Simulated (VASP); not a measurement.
# W (Im-3m) in VASP: a series of runs

Runs on W. Level: PBE. Tasks: relaxation of cell and atoms.

All numbers are computed with VASP 6.6.1; they aren't measurements. Logs are shortened: lines on timing, memory, paths and dates and some standing lists are left out, and cuts for length are marked.

**1. The crystal as given**

It takes space group Im-3m (No. 229, cubic). Conventional cell: a = 3.165 Å, b = 3.165 Å, c = 3.165 Å, α = 90.00°, β = 90.00°, γ = 90.00°. Around W (site symmetry m-3m) lie 8 W at 2.74 Å.

**2. Relaxation of cell and atoms, PBE**

File INCAR:

```
SYSTEM = W
PREC     = Accurate       ! precision mode
ENCUT    = 520            ! plane-wave cutoff, eV
EDIFF    = 1E-7           ! SCF threshold, eV
ISMEAR   = 0              ! smearing method
SIGMA    = 0.1            ! smearing width, eV
LREAL    = .FALSE.        ! projectors in reciprocal space
LASPH    = .TRUE.         ! aspherical terms in the spheres
NELM     = 100            ! most SCF steps
ALGO     = Fast           ! electronic algorithm
ISIF     = 3              ! what is computed and relaxed
LWAVE    = .FALSE.        ! write WAVECAR
LCHARG   = .FALSE.        ! write CHGCAR
GGA      = PE             ! functional
IBRION   = 2              ! ionic algorithm
NSW      = 80             ! ionic steps
EDIFFG   = -0.002         ! ionic threshold
```

File KPOINTS:

```
Automatic mesh
0
G
  18 18 18
  0 0 0
```

File POSCAR:

```
W
1.0
   -1.5823450000      1.5823450000      1.5823450000
    1.5823450000     -1.5823450000      1.5823450000
    1.5823450000      1.5823450000     -1.5823450000
W
1
Direct
    0.0000000000      0.0000000000      0.0000000000
```

Potentials or basis: VASP PAW PBE potentials, release 64 (W_sv).

Run with:

```bash
cat potpaw_PBE.64/W_sv/POTCAR > POTCAR
mpirun -np 1 vasp_std > vasp.out
```

OUTCAR:

```text
SYSTEM = W
   PREC = Accurate
   ENCUT = 520
   EDIFF = 1E-7
   ISMEAR = 0
   LREAL = .FALSE.
   LASPH = .TRUE.
   NELM = 100
   ISIF = 3
   GGA = PE
   IBRION = 2
   NSW = 80
   EDIFFG = -0.002

 ion  position               nearest neighbor table
   1  0.000  0.000  0.000-

  LATTYP: Found a body centered cubic cell.
 ALAT       =     3.1646900000

  Lattice vectors:

 A1 = (  -1.5823450000,   1.5823450000,   1.5823450000)
 A2 = (   1.5823450000,  -1.5823450000,   1.5823450000)
 A3 = (   1.5823450000,   1.5823450000,  -1.5823450000)

Analysis of symmetry for initial positions (statically):
=====================================================================
 Subroutine PRICEL returns:
 Original cell was already a primitive cell.

 Routine SETGRP: Setting up the symmetry group for a
 body centered cubic supercell.

 Subroutine GETGRP returns: Found 48 space group operations
 (whereof 48 operations were pure point group operations)
 out of a pool of 48 trial point group operations.

The static configuration has the point symmetry O_h .

Analysis of symmetry for dynamics (positions and initial velocities):
=====================================================================
 Subroutine PRICEL returns:
 Original cell was already a primitive cell.

 Routine SETGRP: Setting up the symmetry group for a
 body centered cubic supercell.

 Subroutine GETGRP returns: Found 48 space group operations
 (whereof 48 operations were pure point group operations)
 out of a pool of 48 trial point group operations.

The dynamic configuration has the point symmetry O_h .

 Subroutine INISYM returns: Found 48 space group operations
 (whereof 48 operations are pure point group operations),
 and found     1 'primitive' translations

----------------------------------------------------------------------------------------

                                     Primitive cell

  volume of cell :      15.8476

  direct lattice vectors                    reciprocal lattice vectors
    -1.582345000  1.582345000  1.582345000     0.000000000  0.315986716  0.315986716
     1.582345000 -1.582345000  1.582345000     0.315986716  0.000000000  0.315986716
     1.582345000  1.582345000 -1.582345000     0.315986716  0.315986716  0.000000000

  length of vectors
     2.740701935  2.740701935  2.740701935     0.446872699  0.446872699  0.446872699

  position of ions in fractional coordinates (direct lattice)
     0.000000000  0.000000000  0.000000000

  ion indices of the primitive-cell ions
   primitive index   ion index
                 1           1

----------------------------------------------------------------------------------------

 KPOINTS: Automatic mesh

Automatic generation of k-mesh.
 Grid dimensions read from file:
 generate k-points for:   18   18   18

 Generating k-lattice:

  Cartesian coordinates                     Fractional coordinates (reciprocal lattice)
     0.000000000  0.017554818  0.017554818     0.055555556  0.000000000  0.000000000
     0.017554818  0.000000000  0.017554818     0.000000000  0.055555556  0.000000000
     0.017554818  0.017554818  0.000000000     0.000000000  0.000000000  0.055555556

  Length of vectors
     0.024826261  0.024826261  0.024826261

  Shift w.r.t. Gamma in fractional coordinates (k-lattice)
     0.000000000  0.000000000  0.000000000

 Subroutine IBZKPT returns following result:
 ===========================================

 Found    195 irreducible k-points:

 Following reciprocal coordinates:
            Coordinates               Weight
  0.000000  0.000000  0.000000      1.000000
  0.055556  0.000000  0.000000     12.000000
  0.111111  0.000000  0.000000     12.000000
  0.166667  0.000000  0.000000     12.000000
  0.222222  0.000000  0.000000     12.000000
  0.277778  0.000000  0.000000     12.000000
[... 16 lines left out ...]
  0.333333  0.111111 -0.000000     48.000000
  0.388889  0.111111  0.000000     48.000000
 [... further k-points ...]
   k-points           NKPTS =    195   k-points in BZ     NKDIM =    195   number of bands    NBANDS=     11
   number of dos      NEDOS =    301   number of ions     NIONS =      1
   total plane-waves  NPLWV =   8000
   dimension x,y,z NGX =    20 NGY =   20 NGZ =   20
   dimension x,y,z NGXF=    40 NGYF=   40 NGZF=   40
   ions per type =               1
   NGX,Y,Z   is equivalent  to a cutoff of  12.13, 12.13, 12.13 a.u.
   NGXF,Y,Z  is equivalent  to a cutoff of  24.26, 24.26, 24.26 a.u.
 SYSTEM =  W
   PREC   = accura    normal or accurate (medium, high low for compatibility)
   ISTART =      0    job   : 0-new  1-cont  2-samecut
   ICHARG =      2    charge: 1-file 2-atom 10-const
   ISPIN  =      1    spin polarized calculation?
   LNONCOLLINEAR =      F non collinear calculations
   LSORBIT =      F    spin-orbit coupling
   LASPH  =      T    aspherical Exc in radial PAW
   ENCUT  =  520.0 eV  38.22 Ry    6.18 a.u.   5.10  5.10  5.10*2*pi/ulx,y,z
   NELM   =    100;   NELMIN=  2; NELMDL= -5     # of ELM steps
   EDIFF  = 0.1E-06   stopping-criterion for ELM
   LREAL  =      F    real-space projection
   EDIFFG = -.2E-02   stopping-criterion for IOM
   NSW    =     80    number of steps for IOM
   IBRION =      2    ionic relax: 0-MD 1-quasi-New 2-CG
   NFREE  =      1    steps in history (QN), initial steepest desc. (CG)
   ISIF   =      3    stress and relaxation
   ISYM   =      2    0-nonsym 1-usesym 2-fastsym
   POTIM  = 0.5000    time-step for ionic-motion
   TEBEG  =    0.0;   TEEND  =   0.0 temperature during run
   PSTRESS=    0.0 pullay stress
   NELECT =      14.0000    total number of electrons
   NUPDOWN=      -1.0000    fix difference up-down
   EMIN   =  10.00;   EMAX   =-10.00  energy-range for DOS
   EFERMI =   0.00;   METHOD = LEGACY
   ISMEAR =     0;   SIGMA  =   0.10  broadening in eV -4-tet -1-fermi 0-gaus
   EFERMI_NEDOS =   21; number of points for ismear=-14 and -15
   IALGO  =     68    algorithm
   IMIX   =      4    mixing-type and parameters
     AMIX     =   0.40;   BMIX     =  1.00
     AMIX_MAG =   1.60;   BMIX_MAG =  1.00
  volume/ion in A,a.u.               =      15.85       106.94
  Fermi-wavevector in a.u.,A,eV,Ry     =   1.570832  2.968442 33.572544  2.467512
  Thomas-Fermi vector in A             =   2.672506
   LORBIT       =      0    0 simple, 1 ext, 2 COOP (PROOUT), +10 PAW based schemes
   GGA     = PE    functional components
   LHFCALC =     F    Hartree Fock is set to
   AEXX    =    0.0000 exact exchange contribution
   IVDW    =     0    specifies the selected vdW correction
   LEPSILON=     F    determine dielectric tensor
   LRPA    =     F    only Hartree local field effects (RPA)
 conjugate gradient relaxation of ions
 non-spin polarized calculation
 RMM-DIIS sequential band-by-band and
 Gauss-broadening in eV      SIGMA  =   0.10
  energy-cutoff  :      520.00
  volume of cell :       15.85
 maximum number of plane-waves:       440
   NGX = 11   NGY = 11   NGZ = 11

--------------------------------------- Ionic step        1  -------------------------------------------

 number of electron      14.0000004 magnetization

 Free energy of the ion-electron system (eV)
  ---------------------------------------------------
  ext. energy  EPLUGINS =         0.00000000
  ---------------------------------------------------
  free energy    TOTEN  =       -12.94507085 eV

  energy without entropy =      -12.94160199  energy(sigma->0) =      -12.94333642

------------------------ aborting loop because EDIFF is reached ----------------------------------------

  FORCE on cell =-STRESS in cart. coord.  units (eV):
  Direction    XX          YY          ZZ          XY          YZ          ZX
  --------------------------------------------------------------------------------------
  -------------------------------------------------------------------------------------
  Total        0.6173759      0.6173759      0.6173759     -0.0000000      0.0000000     -0.0000000
  in kB       62.4161167     62.4161167     62.4161167     -0.0000000      0.0000000     -0.0000000
  external PRESSURE =      62.4161167 kB  Pullay stress =       0.0000000 kB
[... 90 lines left out ...]
  energy  without entropy=      -12.9474038462  energy(sigma->0) =      -12.94919685

--------------------------------------- Ionic step        4  -------------------------------------------

 number of electron      14.0000000 magnetization

 Free energy of the ion-electron system (eV)
  ---------------------------------------------------
  ext. energy  EPLUGINS =         0.00000000
  ---------------------------------------------------
  free energy    TOTEN  =       -12.95099590 eV

  energy without entropy =      -12.94741368  energy(sigma->0) =      -12.94920479

 E-fermi :  11.1662     XC(G=0): -13.5316

 val. band max:       11.1620550638   @ k =  -0.2778   0.3333   0.2222
 cond. band min:      11.1784693475   @ k =   0.5000   0.5000   0.2222
 fundamental gap:      0.0164142836
 Fermi energy:        11.1662264954

 k-point     1 :       0.0000    0.0000    0.0000
  band No.  band energies     occupation
      1     -63.0367      2.00000
      2     -26.6266      2.00000
      3     -26.6266      2.00000
      4     -26.6266      2.00000
      5       1.6367      2.00000
      6       9.9726      2.00000
      7       9.9726      2.00000
      8       9.9726      2.00000
      9      13.3856      0.00000
     10      13.3856      0.00000
     11      25.6400      0.00000
[... 309 lines left out ...]
 k-point    24 :       0.3889    0.1111    0.0000
  band No.  band energies     occupation
      1     -62.9135      2.00000
      2     -27.7604      2.00000
      3     -27.0533      2.00000
      4     -26.6862      2.00000
      5       5.4422      2.00000
      6       7.8399      2.00000
      7      10.5518      2.00000
      8      13.1513      0.00000
      9      14.4424      0.00000
     10      17.4291      0.00000
     11      21.8203      0.00000

 [... further k-points ...]

------------------------ aborting loop because EDIFF is reached ----------------------------------------

  FORCE on cell =-STRESS in cart. coord.  units (eV):
  Direction    XX          YY          ZZ          XY          YZ          ZX
  --------------------------------------------------------------------------------------
  -------------------------------------------------------------------------------------
  Total        0.0002574      0.0002574      0.0002574      0.0000000     -0.0000000      0.0000000
  in kB        0.0255170      0.0255170      0.0255170      0.0000000     -0.0000000      0.0000000
  external PRESSURE =       0.0255170 kB  Pullay stress =       0.0000000 kB
[... 16 lines left out ...]
  FREE ENERGIE OF THE ION-ELECTRON SYSTEM (eV)
  ---------------------------------------------------
  free  energy   TOTEN  =       -12.9509958978 eV

  energy  without entropy=      -12.9474136760  energy(sigma->0) =      -12.94920479

 reached required accuracy - stopping structural energy minimisation
```

Wall time 36 s (1 thread of Intel Xeon 6975P-C (Granite Rapids), shared host); peak memory 0.16 GiB.

Results:

```yaml
Free_energy: -12.9510 eV
Relaxed_volume: 16.16 Å³/atom
Relaxed_cell: a = 2.759 Å, b = 2.759 Å, c = 2.759 Å, α = 109.47°, β = 109.47°, γ = 109.47°
Space_group_after_relaxing_to_0.05_Å: Im-3m (No. 229)
Energy_gained_by_relaxing: 5.9 meV/atom
Ionic_steps: 4
Pressure_after_relaxing: 0.0 GPa
Band_gap_on_the_k_mesh: none (metal or under the smearing width)
```

Step by step:
```
step  energy change (eV)  largest force (eV/Å)  pressure (GPa)  volume (Å³)
   1              0.0000                0.0000            6.24        15.85
   2              0.0629                0.0000          -18.07        17.31
   3             -0.0059                0.0000           -0.18        16.17
   4             -0.0059                0.0000            0.00        16.16
```

Final structure:
```cif
data_structure
_symmetry_space_group_name_H-M 'P 1'
_symmetry_Int_Tables_number 1
_cell_length_a 2.7585
_cell_length_b 2.7585
_cell_length_c 2.7585
_cell_angle_alpha 109.471
_cell_angle_beta 109.471
_cell_angle_gamma 109.471
_cell_volume 16.16
loop_
_atom_site_label
_atom_site_type_symbol
_atom_site_fract_x
_atom_site_fract_y
_atom_site_fract_z
_atom_site_occupancy
W1 W 0.00000 0.00000 0.00000 1
```

**3. Relaxation of cell and atoms, PBE**

This run uses another cell than the first one, of 16.16 Å³/atom, 1.020 times its volume.

INCAR is that of step 2.

KPOINTS is that of step 2.

File POSCAR:

```
W                                       
1.0
   -1.5926467586      1.5926467586      1.5926467586
    1.5926467586     -1.5926467586      1.5926467586
    1.5926467586      1.5926467586     -1.5926467586
  W             
     1
Direct
     0.0000000000000000    0.0000000000000000    0.0000000000000000
```

Potentials or basis: VASP PAW PBE potentials, release 64 (W_sv).

Run with:

```bash
cat potpaw_PBE.64/W_sv/POTCAR > POTCAR
mpirun -np 1 vasp_std > vasp.out
```

Wall time 14 s (1 thread of Intel Xeon 6975P-C (Granite Rapids), shared host); peak memory 0.16 GiB.

Results (log left out):

| Property | Result |
| --- | --- |
| Free energy | -12.9512 eV |
| Pressure after relaxing | 0.0 GPa |
| Band gap on the k mesh | none (metal or under the smearing width) |

Final structure:
```yaml
crystal:
  lattice:
    - [-1.59265, 1.59265, 1.59265]
    - [1.59265, -1.59265, 1.59265]
    - [1.59265, 1.59265, -1.59265]
  atoms:
    - { symbol: W, position: [0.00000, 0.00000, 0.00000] }
```

Levels at points of the mesh, in eV from the Fermi level:
```tsv
k point	band 4	band 5	band 6	band 7	band 8	band 9	band 10	band 11
(0.00, 0.00, 0.00)	-37.79	-9.53	-1.19	-1.19	-1.19	2.22	2.22	14.47
(0.50, 0.00, 0.00)	-37.80	-6.15	-3.47	0.61	2.10	3.06	5.99	11.43
(0.50, 0.50, 0.50)	-38.64	-5.68	-5.68	5.03	5.03	5.03	8.09	8.09
```

Caveat: the relaxation stopped at its first step, so nothing moved. Spin-orbit coupling is left out, which matters for the levels of W.
